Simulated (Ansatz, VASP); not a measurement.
**Ti in VASP and in Ansatz**

```
Ti
1.0
    -1.57558    1.57558    1.57558
     1.57558   -1.57558    1.57558
     1.57558    1.57558   -1.57558
Ti
1
Direct
  0.00000 0.00000 0.00000
```

Alike in both runs: task single point; functional r2SCAN; k mesh 18 × 18 × 18; occupations gaussian, width 0.1 eV; no spin polarisation.

```csv
,VASP,Ansatz
version,VASP 6.6.1,Ansatz 0.2.0
potentials or method,"VASP PAW PBE potentials, release 64 (Ti_sv)","scalar-relativistic, plane waves, PAW"
plane-wave cutoff (eV),520,500
valence electrons in the cell,12,12
```

```tsv
	VASP	Ansatz	Ansatz less VASP
gap on the k mesh at the Fermi level (eV)	none	none	-
pressure (GPa)	12.7	12.3	-0.43
```

A gap of «none» marks a metal or a gap that the smearing closes.

Caveats: the PAW data sets were made with another functional, which shifts forces and pressure a little (VASP).
